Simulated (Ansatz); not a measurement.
**GaAs (F-43m): gap, valleys and masses**

```
CELL_PARAMETERS angstrom
0.00000 2.82905 2.82905
2.82905 0.00000 2.82905
2.82905 2.82905 0.00000
ATOMIC_POSITIONS crystal
Ga 0.00000 0.00000 0.00000
As 0.75000 0.75000 0.75000
```

Conventional cell: a = 5.658 Å, b = 5.658 Å, c = 5.658 Å, α = 90.00°, β = 90.00°, γ = 90.00°. Ga (atom 1) is surrounded by 4 As at 2.45 Å. Around As (atom 2) lie 4 Ga at 2.45 Å.

Computed, not measured; unless marked otherwise by PBEsol, all-electron LAPW in Ansatz 0.2.0, with spin-orbit coupling. k mesh 8×8×8, Fermi-Dirac smearing of 0.010 eV, basis error target 1 meV/atom. The cell was relaxed by PAW under this functional.

Extrema are searched on a 10×10×10 mesh and refined by Newton steps; masses come from band slopes 0.005 Å⁻¹ away, 1/m* = (1/ħ²) d²E/dk², negative for holes (the finite step makes the lightest masses up to about 3 % heavy). k is in units of the reciprocal vectors.

Task: Where are the band edges, and is the gap direct?

Result: The valence maximum lies at Gamma (0.000, 0.000, 0.000) and the conduction minimum at Gamma (0.000, 0.000, 0.000), so the Kohn-Sham gap of 0.320 eV is direct. A further conduction extremum at L (0.000, 0.000, -0.500) lies 0.493 eV from the edge (4 equivalent points).

Task: What are the electron masses at the edge?

Result: The principal masses are 0.0229, 0.0229, 0.0229 mₑ. One valley has a density-of-states mass (m₁m₂m₃)^(1/3) = 0.0229; the direction-averaged conductivity mass 3/Σ(1/mᵢ) is 0.0229 mₑ.

Task: Several bands lie at or near the hole edge, or its surface isn't an ellipsoid. What are the masses by direction?

Result: 

| direction | branch from the edge (spin pairs averaged) | its level at the point (eV from the edge) | m*/mₑ |
| --- | --- | --- | --- |
| 100 | 1 | 0.000 | -0.32 |
| 100 | 2 | 0.000 | -0.0276 |
| 100 | 3 | -0.337 | -0.0969 |
| 110 | 1 | 0.000 | -0.583 |
| 110 | 2 | 0.000 | -0.0266 |
| 110 | 3 | -0.337 | -0.0967 |
| 111 | 1 | 0.000 | -0.788 |
| 111 | 2 | 0.000 | -0.0263 |
| 111 | 3 | -0.337 | -0.0966 |
| 11-2 | 1 | 0.000 | -0.583 |
| 11-2 | 2 | 0.000 | -0.0266 |
| 11-2 | 3 | -0.337 | -0.0967 |

Task: What gap does PAW give in the same cell?

Result: 0.315 eV, -5 meV from the LAPW value.

Task: What does spin-orbit coupling change?

Result: The gap goes from 0.429 to 0.320 eV. The valence levels at the maximum lie at 0.000, 0.000, -0.337 eV (pairs).

Task: Cells strained by ±0.5 % (all lengths, zz alone, equal engineering shears γ in yz, zx, xy; ions relaxed) give deformation potentials. How do the edge levels move, in eV per unit strain against the centre of the top valence set?

Result: 

```json
{"point": "Gamma", "k": "0.00 0.00 0.00", "side": "valence", "bands": "4", "level (eV)": "0.000", "d/dlnV": "0.00", "d/dε_zz": "0.00", "d/dγ": "0.00*", "split/ε_zz": "3.82", "split/γ": "7.79"}
{"point": "Gamma", "k": "0.00 0.00 0.00", "side": "conduction", "bands": "2", "level (eV)": "0.320", "d/dlnV": "-7.37", "d/dε_zz": "-7.38", "d/dγ": "-0.05*", "split/ε_zz": "–", "split/γ": "–"}
{"point": "L", "k": "0.00 -0.50 0.00", "side": "valence", "bands": "2", "level (eV)": "-1.151", "d/dlnV": "1.51", "d/dε_zz": "1.50", "d/dγ": "-2.48", "split/ε_zz": "–", "split/γ": "–"}
{"point": "L", "k": "0.00 -0.50 0.00", "side": "conduction", "bands": "2", "level (eV)": "0.814", "d/dlnV": "-2.71", "d/dε_zz": "-2.71", "d/dγ": "-4.77", "split/ε_zz": "–", "split/γ": "–"}
{"point": "L", "k": "-0.50 -0.50 -0.50", "side": "valence", "bands": "2", "level (eV)": "-1.151", "d/dlnV": "1.51", "d/dε_zz": "1.50", "d/dγ": "7.32", "split/ε_zz": "–", "split/γ": "–"}
{"point": "L", "k": "-0.50 -0.50 -0.50", "side": "conduction", "bands": "2", "level (eV)": "0.814", "d/dlnV": "-2.71", "d/dε_zz": "-2.71", "d/dγ": "14.19", "split/ε_zz": "–", "split/γ": "–"}
{"point": "X", "k": "0.50 0.50 0.00", "side": "conduction", "bands": "2", "level (eV)": "1.250", "d/dlnV": "1.92", "d/dε_zz": "5.99", "d/dγ": "-0.02*", "split/ε_zz": "–", "split/γ": "–"}
{"point": "X", "k": "0.50 0.00 0.50", "side": "conduction", "bands": "2", "level (eV)": "1.250", "d/dlnV": "1.92", "d/dε_zz": "-0.12", "d/dγ": "-0.02*", "split/ε_zz": "–", "split/γ": "–"}
```

The quartet at Γ splits by 2|b|ε_zz and by 2√3|d|(γ/2), so |b| = 1.91 eV and |d| = 4.50 eV.

Sets with another level within 0.15 eV are left out, since it mixes in under strain; the reference set stays in any case. Entries marked * vanish by symmetry to first order; what they show is the residue of the finite step. These cells use a basis error target of 0.5 meV/atom.

Caveats: semilocal gaps are low, and what follows the gap (onsets, screening, light masses) shifts with it; the frozen-core PAW files of the compared runs were fitted under PBE, their cores solved anew for this functional.
